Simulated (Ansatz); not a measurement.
SnO2:

```
Sn O
1.0
    -5.37331    5.37331    1.61623
     5.37331   -5.37331    1.61623
     5.37331    5.37331   -1.61623
Sn O
4 8
Direct
  0.35108 0.83107 0.18214
  0.83107 0.64892 0.47999
  0.16893 0.35108 0.52001
  0.64892 0.16893 0.81786
  0.20560 0.15493 0.36053
  0.84507 0.20560 0.05067
  0.79440 0.84507 0.63947
  0.15493 0.79440 0.94933
  0.16104 0.54296 0.70400
  0.54296 0.83896 0.38192
  0.45704 0.16104 0.61808
  0.83896 0.45704 0.29600
```

Measurements of this composition are mostly on another form, of space group No. 136.

```yaml
Program: Ansatz 0.2.0
Task: relaxation of cell and atoms
Functional: PBEsol
Potentials_or_basis: Ansatz PAW
Cutoff: "420 eV (not typed: the program's choice for these potentials)"
k_mesh: 9 × 9 × 9
Occupations: fermi-dirac, width 0.05 eV
Spin: no spin polarisation
```

At the start: volume 15.55 Å³/atom.

Problem. Where does the relaxation end?

Solution. It ends after 9 steps and the volume is 15.20 Å³/atom (-2.3 %); space group I4/m (No. 87, to 0.05 Å).

Step by step:
```tsv
step	energy change (eV)	largest force (eV/Å)	volume (Å³)
1	0.0000	0.5387	186.66
2	-0.1149	0.2508	183.19
3	-0.1270	0.1104	181.74
4	-0.1267	0.0669	182.24
5	-0.1257	0.0208	182.65
6	-0.1260	0.0062	182.61
7	-0.1095	0.0062	182.61
8	-0.1106	0.0013	182.40
9	-0.1096	0.0013	182.40
```

Final structure:
```yaml
crystal:
  lattice:
    - [-5.34101, 5.34101, 1.59851]
    - [5.34101, -5.34101, 1.59851]
    - [5.34101, 5.34101, -1.59851]
  atoms:
    - { symbol: Sn, position: [0.34922, 0.83402, 0.18324] }
    - { symbol: Sn, position: [0.83402, 0.65078, 0.48481] }
    - { symbol: Sn, position: [0.16598, 0.34922, 0.51519] }
    - { symbol: Sn, position: [0.65078, 0.16598, 0.81676] }
    - { symbol: O, position: [0.20918, 0.15592, 0.36510] }
    - { symbol: O, position: [0.84408, 0.20918, 0.05326] }
    - { symbol: O, position: [0.79082, 0.84408, 0.63490] }
    - { symbol: O, position: [0.15592, 0.79082, 0.94674] }
    - { symbol: O, position: [0.16025, 0.54117, 0.70143] }
    - { symbol: O, position: [0.54117, 0.83975, 0.38092] }
    - { symbol: O, position: [0.45883, 0.16025, 0.61908] }
    - { symbol: O, position: [0.83975, 0.45883, 0.29857] }
```

Caveat: the plane-wave basis is chosen anew once the cell has moved, so the energies of steps on either side of that aren't comparable; the pressure holds a Pulay correction of +0.7 GPa for the finite cutoff; the PAW data sets come from PBE, with cores solved anew for the run's functional, which leaves a small shift of forces and pressure.
